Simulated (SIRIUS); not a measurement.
## HgTe (Coloradoite) in SIRIUS: convergence with density cutoff

Crystal: HgTe (Coloradoite).

```
Hg Te
1.0
     0.00000    3.21450    3.21450
     3.21450    0.00000    3.21450
     3.21450    3.21450    0.00000
Hg Te
1 1
Direct
  0.98551 0.97861 0.00067
  0.75735 0.75494 0.76357
```

The cell isn't the ideal one: atoms moved at random, drawn with an rms of 0.1 Å.

- Program: SIRIUS 7.10.0
- Task: single point
- Functional: PBE
- Potentials or basis: GBRV 1.5 PBE (ultrasoft)
- Cutoff: 557 eV
- Density cutoff: 2667 eV
- k mesh: 4 × 4 × 4
- Occupations: fermi-dirac, width 0.05 eV
- Spin: no spin polarisation

These are the settings of the first run; the series varies density cutoff, with any setting tied to it.

Hardware: 1 thread of Arm Neoverse V1, with other jobs on the host.

```csv
density cutoff,"energy less the tightest run, at zero smearing (meV/atom)",SCF cycles,CPU time (s),peak memory (GiB)
2666.7 eV,-0.01,21,49,0.32
3483.1 eV,0.01,21,52,0.39
4408.2 eV,-0.02,21,53,0.46
5442.3 eV,-0.03,21,58,0.5
7197.4 eV,0.00,21,59,0.66
9197.4 eV,0.00,21,62,0.82
12245.1 eV,0.00,21,70,1.1
```

Against the tightest run, the energy stays within 1 meV/atom from 2666.7 eV on. The tightest run that finished is the yardstick and may itself not be fully converged.

Caveat, for the tightest run too: the k mesh is coarse (spacing up to 0.42 Å⁻¹), so the values aren't converged.
